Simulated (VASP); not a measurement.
The system is F.

```
CELL_PARAMETERS angstrom
2.85501 -1.68077 0.14461
2.85501 1.68077 0.14461
-1.21910 0.00000 6.66535
ATOMIC_POSITIONS crystal
F 0.92731 0.58394 0.09653
F 0.41606 0.07269 0.40347
F 0.07269 0.41606 0.90347
F 0.58394 0.92731 0.59653
```

* Program: VASP 6.6.1
* Task: relaxation of cell and atoms
* Functional: PBEsol
* Dispersion: D3(BJ)
* Potentials or basis: VASP PAW PBE potentials, release 64 (F)
* Cutoff: 600 eV
* k mesh: 8 × 8 × 4
* Occupations: gaussian, width 0.02 eV
* Spin: no spin polarisation

At the start: pressure 0.5 GPa; volume 16.14 Å³/atom.

Q: Where does the relaxation end?

A: Over 89 steps the energy falls by 4.7 meV/atom and the volume is 14.27 Å³/atom (-11.6 %); space group C2/c (No. 15, to 0.05 Å).

Step by step:
```tsv
step	energy change (eV)	largest force (eV/Å)	pressure (GPa)	volume (Å³)
1	0.0000	0.3710	0.46	64.56
4	-0.0034	0.0205	-0.38	64.65
7	-0.0105	0.0387	-0.22	61.77
10	-0.0147	0.0281	-0.10	58.23
13	-0.0148	0.0313	-0.11	58.15
16	-0.0160	0.0523	-0.02	56.82
19	-0.0163	0.0366	0.16	56.71
22	-0.0171	0.0316	-0.06	56.64
25	-0.0173	0.0500	-0.11	56.62
28	-0.0174	0.0046	0.04	56.60
31	-0.0176	0.0034	-0.08	56.69
34	-0.0184	0.0321	-0.08	57.40
37	-0.0185	0.0326	-0.14	57.52
40	-0.0185	0.0128	-0.01	57.55
43	-0.0185	0.0055	-0.06	57.55
46	-0.0185	0.0048	-0.02	57.53
49	-0.0185	0.0062	0.01	57.39
52	-0.0185	0.0143	0.00	57.37
55	-0.0186	0.0116	0.01	57.36
58	-0.0186	0.0268	0.02	57.27
61	-0.0185	0.0486	0.09	57.15
64	-0.0186	0.0241	0.04	57.18
67	-0.0186	0.0027	0.00	57.17
70	-0.0186	0.0030	-0.03	57.15
73	-0.0186	0.0021	0.04	56.97
76	-0.0186	0.0023	0.01	57.06
79	-0.0186	0.0083	-0.03	57.06
82	-0.0186	0.0068	-0.03	57.07
85	-0.0187	0.0055	0.01	57.07
88	-0.0187	0.0043	-0.03	57.07
89	-0.0187	0.0018	-0.01	57.07
```

Final structure:
```yaml
crystal:
  lattice:
    - [2.66477, -1.65872, 0.23977]
    - [2.66477, 1.65872, 0.23977]
    - [-0.89793, 0.00000, 6.37528]
  atoms:
    - { symbol: F, position: [0.90738, 0.59608, 0.09870] }
    - { symbol: F, position: [0.40392, 0.09262, 0.40130] }
    - { symbol: F, position: [0.09262, 0.40392, 0.90130] }
    - { symbol: F, position: [0.59608, 0.90738, 0.59870] }
```

Caveat: the PAW data sets were made with another functional, which shifts forces and pressure a little; the volume moved by -12 % from the deposited cell, more than functionals usually miss.
